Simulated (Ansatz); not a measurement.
GaN built on the wurtzite prototype, relaxed with r2SCAN in the plane-wave code Ansatz. The symmetry is P6_3mc (No. 186, hexagonal); a = 3.183 Å, c = 5.184 Å in the conventional setting, 11.37 Å³ an atom. Ga is surrounded by 4 N at 1.95 Å; N is surrounded by 4 Ga at 1.95 Å.

The axes x, y and z are those of this cell:
```
Ga N
1.0
     3.18315    0.00000    0.00000
    -1.59157    2.75669    0.00000
     0.00000    0.00000    5.18363
Ga N
2 2
Direct
  0.33333 0.66667 0.99911
  0.66667 0.33333 0.49911
  0.33333 0.66667 0.37589
  0.66667 0.33333 0.87589
```

Unstrained: The PBE gap is direct at Γ: 1.934 eV. r2SCAN gives a direct gap of 2.351 eV at Γ. HSE06 gives a direct gap of 3.199 eV at Γ. Meshes: PBE 12×12×6, r2SCAN 12×12×6, HSE06 6×6×4. Strains are changes of length per length, and xy shears are angles. After each strain the atoms were relaxed again with r2SCAN within the symmetry that the strain leaves, so tilts or polar shifts that break it weren't tested; points keep the names that they have in the unstrained zone. Calculated for a static, non-magnetic cell.

Task: Apply epitaxial +1.5 % in the xy plane, free normal strain -0.71 %. How far does the gap move, against the unstrained cell?

Result: PBE: the gap goes from 1.934 to 1.763 eV (-0.171 eV); with r2SCAN the top three valence levels at Γ, grouped 2+1 from the top over 36 meV, become 1+2 over 86 meV. r2SCAN: the gap goes from 2.351 to 2.171 eV (-0.180 eV). HSE06: the gap goes from 3.199 to 3.005 eV (-0.194 eV). The r2SCAN energy rises by 7.0 meV an atom.

Task: For epitaxial +2.5 % in the xy plane, how far does the free direction move, and what happens to the gap?

Result: The normal strain at zero normal stress is -1.18 %, 0.47 of the in-plane strain with the sign turned. PBE: the gap goes from 1.934 to 1.626 eV (-0.308 eV); with r2SCAN the top three valence levels at Γ, grouped 2+1 from the top over 36 meV, become 1+2 over 152 meV. r2SCAN: the gap goes from 2.351 to 2.027 eV (-0.324 eV). HSE06: the gap goes from 3.199 to 2.856 eV (-0.343 eV).

Task: Apply xy shear, engineering strain (angle) +1.0 %. How far does the gap move, against the unstrained cell?

Result: PBE: the gap goes from 1.934 to 1.904 eV (-0.030 eV); with r2SCAN the top three valence levels at Γ, grouped 2+1 from the top over 36 meV, become 1+1+1 over 66 meV. r2SCAN: the gap goes from 2.351 to 2.320 eV (-0.031 eV). HSE06: the gap goes from 3.199 to 3.170 eV (-0.029 eV). The r2SCAN energy rises by 0.4 meV an atom.

Task: Apply isotropic -0.5 % on every length. How far does the gap move, against the unstrained cell?

Result: PBE: the gap goes from 1.934 to 2.034 eV (+0.100 eV). r2SCAN: the gap goes from 2.351 to 2.456 eV (+0.105 eV). HSE06: the gap goes from 3.199 to 3.314 eV (+0.115 eV). The r2SCAN energy rises by 1.6 meV an atom.

The meshes of the hybrids are coarse, so their gaps aren't converged to the digits shown.

The splittings at Γ are without spin-orbit coupling, which regroups them where it is of like size or larger.
